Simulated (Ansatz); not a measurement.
# Ba: how the settings move a relaxation

Aim: see which settings change the result for Ba, by how much, and at what cost.

Program: Ansatz 0.2.0. Level of theory: reference: DFT, PBE, PAW with Ansatz's default frozen-core files, scalar-relativistic. These are calculated values, not measurements.

### 1 Starting point

The structure is triclinic, space group P-1 (No. 2). Conventional cell: a = 4.409 Å, b = 4.566 Å, c = 7.431 Å, α = 90.00°, β = 90.00°, γ = 118.87°. Ba (site symmetry 1) is surrounded by 4 Ba at 4.40 to 4.49 Å.

Structure file:

```xyz
2
Lattice="2.2043 -3.9989 0.0000 2.2043 3.9989 0.0000 0.0000 0.0000 7.4305" Properties=species:S:1:pos:R:3 pbc="T T T"
Ba    2.1731   -1.2377    1.8948
Ba    2.1992    1.2644    5.5194
```

### 2 Reference

input.yaml

```yaml
crystal:
  lattice:
    - [2.20431935, -3.998856975, 0.0]
    - [2.20431935, 3.998856975, 0.0]
    - [0.0, 0.0, 7.43051481]
  atoms:
    - { symbol: Ba, position: [0.64767301, 0.33815503, 0.25499612] }
    - { symbol: Ba, position: [0.34075224, 0.65694784, 0.74279813] }
kpoints:
  mp_grid: { grid: [6, 6, 3] }
scf:
  occupations: { method: fermi_dirac, width: 0.05 }
hamiltonian:
  xc: pbe
  pseudopotentials: { kind: paw }
output:
  forces: true
  stress: true
  efg: { contact_densities: true }
relax:
  f_tol: 0.01
  max_steps: 80
```

Run with:

```console
ansatz run input.yaml --threads 1 --pin off --max-ram 2048MiB --backend cpu --events-out ev --progress --plain --runs-dir out
```

### 3 Variant: occupations.method tetrahedron_uncorrected, width left out

Edit input.yaml of step 2 so:

```diff
@@ -11,3 +11,3 @@
 scf:
-  occupations: { method: fermi_dirac, width: 0.05 }
+  occupations: { method: tetrahedron_uncorrected }
 hamiltonian:
```

### 4 Changing settings: preconditioner none

Edit input.yaml of step 2 so:

```diff
@@ -12,2 +12,3 @@
   occupations: { method: fermi_dirac, width: 0.05 }
+  mixing: { preconditioner: none }
 hamiltonian:
@@ -19,2 +20,6 @@
   efg: { contact_densities: true }
+  write_density: true
+  write_potential: true
+  elf: true
+  volumetric_format: npy
 relax:
```

What does the calculation give? Wanted: for each run, ending; energy change; pressure; gap; force.

The runs gave:

| run | ending | energy change | pressure (GPa) | gap (eV) | force (eV/Å) | cycles | time |
| --- | --- | --- | --- | --- | --- | --- | --- |
| reference | converged | 0 | -0.3 | 0.00 | 0.00 | 19 | 21 s |
| 1: occupations.method tetrahedron_uncorrected, width left out | converged | +13.3 meV/atom (σ→0) | -0.2 | 0.00 | 0.00 | 19 | 20 s |
| 2: preconditioner none | converged | 0.0 meV/atom | -0.3 | 0.00 | 0.00 | 19 | 27 s |

Times don't compare one to one where runs were asked for different outputs or read a saved state (see the inputs); cycles may leave out searches for a lower state.

**Reading.** The pressure spans -0.3 to -0.2 GPa over the reference and the converged variants.
